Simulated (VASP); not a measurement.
Ga2O3:

```
CELL_PARAMETERS angstrom
2.87694 0.00000 4.47767
-1.43847 2.49150 4.47767
-1.43847 -2.49150 4.47767
ATOMIC_POSITIONS crystal
Ga 0.35540 0.35540 0.35540
Ga 0.14460 0.14460 0.14460
Ga 0.64460 0.64460 0.64460
Ga 0.85540 0.85540 0.85540
O 0.55490 0.94510 0.25000
O 0.94510 0.25000 0.55490
O 0.25000 0.55490 0.94510
O 0.44510 0.05490 0.75000
O 0.05490 0.75000 0.44510
O 0.75000 0.44510 0.05490
```

The cell was built by a generator and needn't be a form met in nature.

| Item | Value |
| --- | --- |
| Program | VASP 6.6.1 |
| Task | relaxation of cell and atoms |
| Functional | PBE |
| Potentials or basis | VASP PAW PBE potentials, release 64 (Ga_d, O) |
| Cutoff | 600 eV |
| k mesh | 4 × 4 × 4 |
| Occupations | fermi-dirac, width 0.05 eV |
| Spin | no spin polarisation |

At the start: pressure 10.4 GPa; volume 9.63 Å³/atom.

Q: How do energy, volume and symmetry change on relaxing?

A: Over 6 steps the energy falls by 15.0 meV/atom and the volume is 10.09 Å³/atom (+4.8 %); space group R-3c (No. 167, to 0.05 Å).

Step by step:
```tsv
step	energy change (eV)	largest force (eV/Å)	pressure (GPa)	volume (Å³)
1	0.0000	0.1336	10.43	96.29
2	-0.0414	0.0496	-7.58	105.29
3	-0.1478	0.0761	-0.11	101.00
4	-0.1477	0.0771	0.09	100.90
5	-0.1493	0.0317	0.11	100.90
6	-0.1496	0.0191	0.13	100.90
```

Final structure:
```
Ga O
1.0
     2.92191    0.00000    4.54878
    -1.46095    2.53045    4.54878
    -1.46095   -2.53045    4.54878
Ga O
4 6
Direct
  0.35575 0.35575 0.35575
  0.14425 0.14425 0.14425
  0.64425 0.64425 0.64425
  0.85575 0.85575 0.85575
  0.55313 0.94687 0.25000
  0.94687 0.25000 0.55313
  0.25000 0.55313 0.94687
  0.44687 0.05313 0.75000
  0.05313 0.75000 0.44687
  0.75000 0.44687 0.05313
```
